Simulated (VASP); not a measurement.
# HfN (F-43m) in VASP: further runs

One crystal, HfN, is run at these levels: PBEsol; tasks: single point.

All numbers are computed with VASP 6.6.1; they aren't measurements. Logs are shortened: lines on timing, memory, paths and dates and some standing lists are left out, and cuts for length are marked.

## Step 1: The crystal as given

Symmetry: F-43m, No. 216, cubic system. The conventional cell has a = 4.910 Å, b = 4.910 Å, c = 4.910 Å, α = 90.00°, β = 90.00°, γ = 90.00°. Hf (site symmetry -43m) has 4 N at 2.13 Å as nearest neighbours. Around N (site symmetry -43m) lie 4 Hf at 2.13 Å.

The cell comes from a database or a generator and needn't be the stable form of this composition.

## Step 2: Single point, PBEsol

Contents of INCAR:

```
SYSTEM = HfN
PREC = Accurate ; ENCUT = 460
EDIFF = 1E-7 ; ISMEAR = -5
SIGMA = 0.05 ; LREAL = .False.
LASPH = .True. ; NELM = 100
ALGO = Normal ; ISIF = 2
LWAVE = .False. ; LCHARG = .False.
GGA = PS ; ADDGRID = .False.
```

Contents of KPOINTS:

```
Automatic mesh
0
Gamma
  10 10 10
  0 0 0
```

Contents of POSCAR:

```
HfN
1.0
    0.0000000000      2.4548220000      2.4548220000
    2.4548220000      0.0000000000      2.4548220000
    2.4548220000      2.4548220000      0.0000000000
Hf N
1 1
Direct
    0.0013890000     -0.0035870000      0.0084710000
    0.2560200000      0.2829830000      0.2320270000
```

Potentials or basis: VASP PAW PBE potentials, release 64 (Hf_pv, N).

Launch:

```sh
$ cat potpaw_PBE.64/Hf_pv/POTCAR potpaw_PBE.64/N/POTCAR > POTCAR
$ mpirun -np 1 vasp_std > vasp.out
```

OUTCAR:

```text
SYSTEM = HfN
   PREC = Accurate
   ENCUT = 460
   EDIFF = 1E-7
   ISMEAR = -5
   LREAL = .False.
   LASPH = .True.
   NELM = 100
   ISIF = 2
   GGA = PS

 Found    504 irreducible k-points:

 Following reciprocal coordinates:
            Coordinates               Weight
  0.000000  0.000000  0.000000      1.000000
  0.100000  0.000000  0.000000      2.000000
  0.000000  0.100000  0.000000      2.000000
  0.000000  0.000000  0.100000      2.000000
  0.100000  0.100000  0.100000      2.000000
  0.200000  0.000000  0.000000      2.000000
   k-points           NKPTS =    504   k-points in BZ     NKDIM =    504   number of bands    NBANDS=     11
   number of dos      NEDOS =    301   number of ions     NIONS =      2
   total plane-waves  NPLWV =  13824
   dimension x,y,z NGX =    24 NGY =   24 NGZ =   24
   dimension x,y,z NGXF=    48 NGYF=   48 NGZF=   48
   ions per type =               1   1
   NGX,Y,Z   is equivalent  to a cutoff of  11.49, 11.49, 11.49 a.u.
   NGXF,Y,Z  is equivalent  to a cutoff of  22.99, 22.99, 22.99 a.u.
 SYSTEM =  HfN
   PREC   = accura    normal or accurate (medium, high low for compatibility)
   ISTART =      0    job   : 0-new  1-cont  2-samecut
   ICHARG =      2    charge: 1-file 2-atom 10-const
   ISPIN  =      1    spin polarized calculation?
   LNONCOLLINEAR =      F non collinear calculations
   LSORBIT =      F    spin-orbit coupling
   LASPH  =      T    aspherical Exc in radial PAW
   ENCUT  =  460.0 eV  33.81 Ry    5.81 a.u.   6.07  6.07  6.07*2*pi/ulx,y,z
   NELM   =    100;   NELMIN=  2; NELMDL= -5     # of ELM steps
   EDIFF  = 0.1E-06   stopping-criterion for ELM
   LREAL  =      F    real-space projection
   EDIFFG = 0.1E-05   stopping-criterion for IOM
   NSW    =      0    number of steps for IOM
   IBRION =     -1    ionic relax: 0-MD 1-quasi-New 2-CG
   NFREE  =      0    steps in history (QN), initial steepest desc. (CG)
   ISIF   =      2    stress and relaxation
   ISYM   =      2    0-nonsym 1-usesym 2-fastsym
   POTIM  = 0.5000    time-step for ionic-motion
   TEBEG  =    0.0;   TEEND  =   0.0 temperature during run
   PSTRESS=    0.0 pullay stress
   NELECT =      15.0000    total number of electrons
   NUPDOWN=      -1.0000    fix difference up-down
   EMIN   =  10.00;   EMAX   =-10.00  energy-range for DOS
   EFERMI =   0.00;   METHOD = LEGACY
   ISMEAR =    -5;   SIGMA  =   0.05  broadening in eV -4-tet -1-fermi 0-gaus
   EFERMI_NEDOS =   21; number of points for ismear=-14 and -15
   IALGO  =     38    algorithm
   IMIX   =      4    mixing-type and parameters
     AMIX     =   0.40;   BMIX     =  1.00
     AMIX_MAG =   1.60;   BMIX_MAG =  1.00
  volume/ion in A,a.u.               =      14.79        99.83
  Fermi-wavevector in a.u.,A,eV,Ry     =   1.305395  2.466839 23.185087  1.704056
  Thomas-Fermi vector in A             =   2.436267
   LORBIT       =      0    0 simple, 1 ext, 2 COOP (PROOUT), +10 PAW based schemes
   GGA     = PS    functional components
   LHFCALC =     F    Hartree Fock is set to
   AEXX    =    0.0000 exact exchange contribution
   IVDW    =     0    specifies the selected vdW correction
   LEPSILON=     F    determine dielectric tensor
   LRPA    =     F    only Hartree local field effects (RPA)
 non-spin polarized calculation
 Fermi weights with tetrahedron method with Bloechl corrections
  energy-cutoff  :      460.00
  volume of cell :       29.59
 maximum number of plane-waves:       678
   NGX = 13   NGY = 13   NGZ = 13

 number of electron      15.0000000 magnetization

 Free energy of the ion-electron system (eV)
  ---------------------------------------------------
  ext. energy  EPLUGINS =         0.00000000
  ---------------------------------------------------
  free energy    TOTEN  =       -22.17014605 eV

  energy without entropy =      -22.17014605  energy(sigma->0) =      -22.17014605

 E-fermi :   5.6066     XC(G=0): -11.3933

 val. band max:        5.6257539449   @ k =   0.3000   0.1000  -0.3000
 cond. band min:       5.5120150840   @ k =   0.1000   0.1000   0.0000
 fundamental gap:     -0.1137388609
 Fermi energy:         5.6066106596

 k-point     1 :       0.0000    0.0000    0.0000
  band No.  band energies     occupation
      1     -25.4667      2.00000
      2     -25.4421      2.00000
      3     -25.4361      2.00000
      4     -10.5005      2.00000
      5       0.0005      2.00000
      6       0.1527      2.00000
      7       0.3201      2.00000
      8       4.8453      2.00000
      9       7.7818      0.00000
     10       7.7958      0.00000
     11      11.5622      0.00000

 k-point     2 :       0.1000    0.0000    0.0000
  band No.  band energies     occupation
      1     -25.4989      2.00000
      2     -25.4647      2.00000
      3     -25.4419      2.00000
      4     -10.3785      2.00000
      5      -0.1124      2.00000
      6       0.1504      2.00000
      7       0.3671      2.00000
      8       5.3559      1.35442
      9       7.6264      0.00000
     10       7.6375      0.00000
     11      11.8280      0.00000

 k-point     3 :       0.0000    0.1000    0.0000
  band No.  band energies     occupation
      1     -25.5179      2.00000
      2     -25.4488      2.00000
      3     -25.4423      2.00000
      4     -10.3645      2.00000
      5      -0.1993      2.00000
      6       0.2513      2.00000
      7       0.3974      2.00000
      8       5.3375      1.39856
      9       7.5846      0.00000
     10       7.5924      0.00000
     11      11.8584      0.00000

 k-point     4 :       0.0000    0.0000    0.1000
  band No.  band energies     occupation
      1     -25.4894      2.00000
      2     -25.4662      2.00000
      3     -25.4464      2.00000
      4     -10.3924      2.00000
      5       0.0043      2.00000
      6       0.1221      2.00000
      7       0.2348      2.00000
      8       5.3955      1.21654
      9       7.6618      0.00000
     10       7.6687      0.00000
     11      11.3863      0.00000

 k-point     5 :       0.1000    0.1000    0.1000
  band No.  band energies     occupation
      1     -25.4920      2.00000
      2     -25.4663      2.00000
      3     -25.4450      2.00000
      4     -10.3873      2.00000
      5      -0.0443      2.00000
      6       0.1160      2.00000
      7       0.3069      2.00000
      8       5.3773      1.28049
      9       7.6469      0.00000
     10       7.6612      0.00000
     11      11.5182      0.00000

 k-point     6 :       0.2000    0.0000    0.0000
  band No.  band energies     occupation
      1     -25.6199      2.00000
      2     -25.4843      2.00000
      3     -25.4567      2.00000
      4     -10.0691      2.00000
      5      -0.4246      2.00000
      6       0.3828      2.00000
      7       0.4801      2.00000
      8       6.3998     -0.02068
      9       7.4097      0.00000
     10       7.4763      0.00000
     11      11.4852      0.00000

 [... further k-points ...]
[... 5 lines left out ...]
  --------------------------------------------------------------------------------------
  -------------------------------------------------------------------------------------
  Total       -0.8696293     -0.8905614     -0.9582055     -1.0470745     -0.3976203      0.6059788
  in kB      -47.0928215    -48.2263538    -51.8894668    -56.7019699    -21.5322356     32.8154206
  external PRESSURE =     -49.0695474 kB  Pullay stress =       0.0000000 kB

 VOLUME and BASIS-vectors are now :
 -----------------------------------------------------------------------------
  energy-cutoff  :      460.00
  volume of cell :       29.59
      direct lattice vectors                 reciprocal lattice vectors
     0.000000000  2.454822000  2.454822000    -0.203680756  0.203680756  0.203680756
     2.454822000  0.000000000  2.454822000     0.203680756 -0.203680756  0.203680756
     2.454822000  2.454822000  0.000000000     0.203680756  0.203680756 -0.203680756

 POSITION                                       TOTAL-FORCE (eV/Angst)
 -----------------------------------------------------------------------------------
      2.46681      0.02420      2.44943         0.475359     -0.720129      1.228207
      1.26426      1.19807      1.32316        -0.475359      0.720129     -1.228207
 -----------------------------------------------------------------------------------
    total drift:                               -0.000030      0.000189     -0.000073

  FREE ENERGIE OF THE ION-ELECTRON SYSTEM (eV)
  ---------------------------------------------------
  free  energy   TOTEN  =       -22.1701460467 eV

  energy  without entropy=      -22.1701460467  energy(sigma->0) =      -22.17014605
```

stdout:

```text
POSCAR found type information on POSCAR HfN
 POSCAR found :  2 types and       2 ions
 scaLAPACK will be used
 -----------------------------------------------------------------------------
|                                                                             |
[... 23 lines left out ...]
|     occupations, so forces and stress will be inaccurate. We suggest        |
|     using a different smearing scheme ISMEAR = 1 or 2 for metals in         |
|     relaxations.                                                            |
|                                                                             |
 -----------------------------------------------------------------------------
```

Wall time 39 s (1 thread of Intel Xeon 6975P-C (Granite Rapids), shared host); peak memory 0.28 GiB.

The run converged, but some of its settings lie outside the range that counts as converged, so its numbers aren't taken as properties of the crystal.

What came out:

```
Free energy            : -22.1701 eV
Pressure               : -4.9 GPa
Largest force          : 1.501 eV/Å
Band gap on the k mesh : none (metal or under the smearing width)
```

Caveat: the cutoff is under 1.25 times the usual one of these potentials, so pressure, stress and relaxed cells hold a basis-set (Pulay) error; the PAW data sets were made with another functional, which shifts forces and pressure a little; tetrahedron occupations give inexact forces and stress in metals.

## Step 3: Single point, PBEsol

Contents of INCAR:

```
SYSTEM = HfN
PREC = Low ; ENCUT = 520
EDIFF = 1E-7 ; ISMEAR = 0
SIGMA = 0.05 ; LREAL = .False.
LASPH = .True. ; NELM = 100
ALGO = Normal ; ISIF = 2
LWAVE = .False. ; LCHARG = .False.
GGA = PS ; ADDGRID = .False.
```

KPOINTS is that of step 2.

Contents of POSCAR:

```
HfN
1.0
    0.0000000000      2.4548220000      2.4548220000
    2.4548220000      0.0000000000      2.4548220000
    2.4548220000      2.4548220000      0.0000000000
Hf N
1 1
Direct
    0.0000000000      0.0000000000      0.0000000000
    0.2500000000      0.2500000000      0.2500000000
```

Potentials or basis: VASP PAW PBE potentials, release 64 (Hf_pv, N).

Launch:

```sh
$ cat potpaw_PBE.64/Hf_pv/POTCAR potpaw_PBE.64/N/POTCAR > POTCAR
$ mpirun -np 1 vasp_std > vasp.out
```

It took 5.4 s on 1 thread of Intel Xeon 6975P-C (Granite Rapids), shared host; peak memory 0.12 GiB.

The run converged, but some of its settings lie outside the range that counts as converged, so its numbers aren't taken as properties of the crystal.

Results:

```yaml
Free_energy: -22.2546 eV
Pressure: -5.9 GPa
Band_gap_on_the_k_mesh: none (metal or under the smearing width)
```

Caveat: the PAW data sets were made with another functional, which shifts forces and pressure a little.

## Step 4: Single point, PBEsol

INCAR is that of step 3.

KPOINTS is that of step 3.

Contents of POSCAR:

```
HfN
1.0
    0.0000000000      2.4548220000      2.4548220000
    2.4548220000      0.0000000000      2.4548220000
    2.4548220000      2.4548220000      0.0000000000
Hf N
1 1
Direct
    0.0013890000     -0.0035870000      0.0084710000
    0.2560200000      0.2829830000      0.2320270000
```

Launch:

```sh
$ cat potpaw_PBE.64/Hf_pv/POTCAR potpaw_PBE.64/N/POTCAR > POTCAR
$ mpirun -np 1 vasp_std > vasp.out
```

Wall time 37 s (1 thread of Intel Xeon 6975P-C (Granite Rapids), shared host); peak memory 0.27 GiB.

The run converged, but some of its settings lie outside the range that counts as converged, so its numbers aren't taken as properties of the crystal.

Results:

* Free energy: -22.1691 eV
* Pressure: -4.4 GPa
* Largest force: 1.482 eV/Å
* Band gap on the k mesh: none (metal or under the smearing width)

Caveat: the PAW data sets were made with another functional, which shifts forces and pressure a little.

## Step 5: Single point, PBEsol

INCAR: that of step 4 with these lines changed.

```diff
@@ -1,3 +1,3 @@
 SYSTEM = HfN
-PREC = Low ; ENCUT = 520
+PREC = Normal ; ENCUT = 520
 EDIFF = 1E-7 ; ISMEAR = 0
```

KPOINTS is that of step 4.

Contents of POSCAR:

```
HfN
1.0
    0.0000000000      2.4548220000      2.4548220000
    2.4548220000      0.0000000000      2.4548220000
    2.4548220000      2.4548220000      0.0000000000
Hf N
1 1
Direct
    0.0000000000      0.0000000000      0.0000000000
    0.2500000000      0.2500000000      0.2500000000
```

Launch:

```sh
$ cat potpaw_PBE.64/Hf_pv/POTCAR potpaw_PBE.64/N/POTCAR > POTCAR
$ mpirun -np 1 vasp_std > vasp.out
```

Run time: 5.1 s. Hardware: 1 thread of Intel Xeon 6975P-C (Granite Rapids), shared host; peak memory 0.13 GiB.

These settings aren't checked as converged: the numbers below hold their error.

Results:

```
Free energy            : -22.2546 eV
Pressure               : -5.9 GPa
Band gap on the k mesh : none (metal or under the smearing width)
```

Caveat: the PAW data sets were made with another functional, which shifts forces and pressure a little.
